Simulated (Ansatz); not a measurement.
One crystal and one scan (energy over volume and axial ratio) at two levels, PBE (plane waves to 420 eV, PAW, scalar-relativistic; Ansatz, a program for electronic structure) and r2SCAN (plane waves to 500 eV, PAW, scalar-relativistic; Ansatz), each from its own relaxed cell and on its own mesh. The cell shown is that of PBE.

InN (wurtzite)

```
InN
1.0
    3.58053     0.00000     0.00000
   -1.79026     3.10083     0.00000
    0.00000     0.00000     5.78779
In N
2 2
Direct
  0.66667   0.33333   0.50197
  0.33333   0.66667   0.00197
  0.66667   0.33333   0.12323
  0.33333   0.66667   0.62323
```

Two coordinates are scanned: the volume, and the ratio of the stretch along z (the conventional c axis) to the stretch across it. Atoms keep their fractional coordinates.

Energies are smeared free energies. InN was relaxed with its symmetry unable to fall. As the atoms are clamped, bonds stretch with the cell, which overstates energies and stresses. With partly filled bands, the response to shear is sensitive to the k mesh, so small differences along c/a are uncertain. Percentages come from the unrounded values.

```json
[
 {"quantity": "Lattice constant a (Å)", "PBE": "3.581", "r2SCAN": "3.547", "PBE − r2SCAN": "+0.034 (+0.9 %)"},
 {"quantity": "Lattice constant c (Å)", "PBE": "5.788", "r2SCAN": "5.723", "PBE − r2SCAN": "+0.065 (+1.1 %)"},
 {"quantity": "Relaxed volume (Å³/atom)", "PBE": "16.06", "r2SCAN": "15.59", "PBE − r2SCAN": "+0.47 (+3.0 %)"},
 {"quantity": "Band gap of the relaxed cell, no spin-orbit coupling (eV)", "PBE": "0.00", "r2SCAN": "0.07", "PBE − r2SCAN": "-0.07"},
 {"quantity": "Modulus against c/a change at fixed volume, (3/4V)·∂²E/∂(ln c/a)² (fit, atoms clamped) (GPa)", "PBE": "110", "r2SCAN": "125", "PBE − r2SCAN": "-15 (-12 %)"}
]
```

PBE gives the higher value for: lattice constant a; lattice constant c; relaxed volume. PBE gives the lower value for: band gap of the relaxed cell, no spin-orbit coupling; modulus against c/a change at fixed volume. (PBE) At this level the bands of InN touch or barely overlap; measurements give the solid a gap.

(A scan under strain: stresses follow from slopes of the energy per volume, elastic moduli from its curvatures.)
